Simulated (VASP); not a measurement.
Here is a VASP 6.6.1 calculation.

Contents of POSCAR:

```
Ru
1.0
    0.0000000000      2.7087264672      2.7087264672
    2.7087264672      0.0000000000      2.7087264672
    2.7087264672      2.7087264672      0.0000000000
Ru
2
Direct
    0.5000000000      0.5000000000      0.5000000000
    0.7500000000      0.7500000000      0.7500000000
```

The input INCAR.step1:

```
SYSTEM = Ru
ALGO = Normal ; EDIFF = 1E-4
ENCUT = 520 ; GGA = PE
ISMEAR = 0 ; LASPH = .True.
LCHARG = .False. ; LREAL = .False.
LWAVE = .True. ; NBANDS = 21
NELM = 100 ; PREC = Accurate
SIGMA = 0.1
```

Contents of INCAR.step2:

```
SYSTEM = Ru
ALGO = Normal ; EDIFF = 1E-7
ENCUT = 520 ; ISIF = 2
ISMEAR = 0 ; ISTART = 1
LASPH = .True. ; LCHARG = .False.
LMIXTAU = .True. ; LREAL = .False.
LWAVE = .False. ; METAGGA = R2SCAN
NBANDS = 21 ; NELM = 100
PREC = Accurate ; SIGMA = 0.1
```

Contents of KPOINTS:

```
k-points
0
Gamma
  6 6 6
  0 0 0
```

Potentials or basis: VASP PAW PBE potentials, release 64 (Ru_pv).

Run with:

```console
$ cat potpaw_PBE.64/Ru_pv/POTCAR > POTCAR
$ cp INCAR.step1 INCAR
$ mpirun -np 1 vasp_std > vasp.out
$ cp INCAR.step2 INCAR
$ mpirun -np 1 vasp_std > vasp.out
```

Predict the band gap on the k mesh.

none (metal or under the smearing width).

Estimate the pressure.

0.5 GPa.

Caveat: the PAW data sets were made with another functional, which shifts forces and pressure a little.
